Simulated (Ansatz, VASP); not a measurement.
# MgI2: VASP beside Ansatz

```
Mg I
1.0
     4.20720    0.00000    0.00000
    -2.10360    3.64354    0.00000
     0.00000    0.00000    8.12419
Mg I
1 2
Direct
  0.00000 0.00000 0.00000
  0.33333 0.66667 0.79401
  0.66667 0.33333 0.20599
```

Change from the starting cell: engineering shear strain xz +0.0000, normal strain along z +0.0400.

Alike in both runs: functional PBE; k mesh 6 × 6 × 4; occupations gaussian, width 0.05 eV; no spin polarisation.

Ansatz relaxed the structure, and its values are those at the end. VASP's run is a single point on that final structure, the one shown.

|  | VASP | Ansatz |
| --- | --- | --- |
| version | VASP 6.6.1 | Ansatz 0.2.0 |
| potentials or method | VASP PAW PBE potentials, release 64 (Mg, I) | scalar-relativistic, plane waves, PAW |
| plane-wave cutoff (eV) | 520 | 520 |
| valence electrons in the cell | 16 | 44 |

|  | VASP | Ansatz | Ansatz less VASP |
| --- | --- | --- | --- |
| gap on the k mesh at the Fermi level (eV) | 3.62 | 3.63 | +0.017 |
| least direct gap on the mesh (eV) | 3.73 | 3.74 | +0.014 |
| pressure (GPa) | -0.1 | 0.0 | +0.05 |
| rms of the force components (eV/Å) | 0.005 | 0.000 | -0.0046 |

The two sets of potentials don't hold the same shells in valence. Ansatz warned: «stress_scf_threshold_loose».

Caveats: spin-orbit coupling is left out, which moves the levels of the heavy elements; this functional lacks dispersion, which binds the layers, so the pressure and a relaxed spacing across them are unreliable. A k mesh can miss the band edges.
